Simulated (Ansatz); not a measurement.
BN built on the zincblende prototype was put through Ansatz (plane waves). Cell and atoms come from a relaxation with r2SCAN.

The cell:
```xyz
2
Lattice="0.0000 1.8048 1.8048 1.8048 0.0000 1.8048 1.8048 1.8048 0.0000" Properties=species:S:1:pos:R:3 pbc="T T T"
B     0.0000    0.0000    0.0000
N     0.9024    0.9024    0.9024
```

Output, abridged:
```
scf.n_extra_bands = 4 over 4 filled bands (N_el = 8.0): the run solves 8 bands
Functional definition: PBE
Crystal: 2 atoms, lattice volume = 11.758 Å³
Basis set: ecut = 420 eV, 259 PW (Γ)
Symmetry: 24 space group operations
Space group: F-43m (ITA 216)
k-points: 72 of 1728 (time reversal used)
preconditioner: auto → none  [insulator: Δε(μ)=4.478 eV  σ=0.020 eV  ℏωp=30.6 eV]
SCF converged after 6 iterations
Free energy (F): -542.273731 eV
Fermi energy:    13.489462 eV
--- Per-component energies (eV) ---
  E_band       = 26.836959
  E_kinetic    = 185.881485
  E_local      = -174.863959
  E_nonlocal   = 56.622452
  E_hartree    = 48.993332
  E_xc         = -93.512598
  E_vxc        = -116.317042
  E_paw        = -206.478812
  E_vpaw       = -22.472729
  E_ewald      = -358.915733
--- Forces (eV/Å), atoms counted from 1 ---
  atom   1  B       0.00000      0.00000      0.00000
  atom   2  N       0.00000      0.00000      0.00000
--- Stress (GPa, compression-positive) ---
        4.739766       0.000000       0.000000
        0.000000       4.739766       0.000000
        0.000000       0.000000       4.739766
  P = ⅓ Tr σ = 4.7398 GPa (47.398 kbar)
--- Band table (eV; the first three rows and the last of 72) ---
  k-point 0: bands = [-9.0310, 11.2512, 11.2512, 11.2512, 20.1034, 20.1034, 20.1034, 21.6451]
  k-point 1: bands = [-8.8612, 10.3381, 11.0703, 11.0703, 20.3149, 20.3785, 20.3785, 22.2092]
  k-point 2: bands = [-8.3584, 8.2319, 10.6290, 10.6290, 20.6337, 21.0172, 21.0172, 23.5388]
  k-point 71: bands = [-3.1049, 3.6457, 4.2546, 4.7179, 20.8760, 24.6003, 25.7899, 25.9786]
```

Q: Reconstruct the input, leaving the band path aside.

A:
```yaml
crystal:
  # lattice and atoms as above
kpoints:
  mp_grid: { grid: [12, 12, 12] }
hamiltonian:
  xc: pbe
scf:
  occupations: { method: fermi_dirac, width: 0.02 }
  n_extra_bands: 4
output:
  forces: true
  stress: true
  eigenvalues: true
```
A single point prints forces and stress when the output block asks for them. Not every key shows in the log; this is the file that was used, less any keys that only write grids.

Run as `ansatz run input.yaml --threads 2 --pin off --max-ram 2211MiB --backend cpu --events-out ev --progress --plain --runs-dir out`. Wall time 0.87 s on 2 threads of Arm Neoverse V1, on a shared host; peak host memory 0.23 GiB.

(Simulation; spin polarisation is off.)
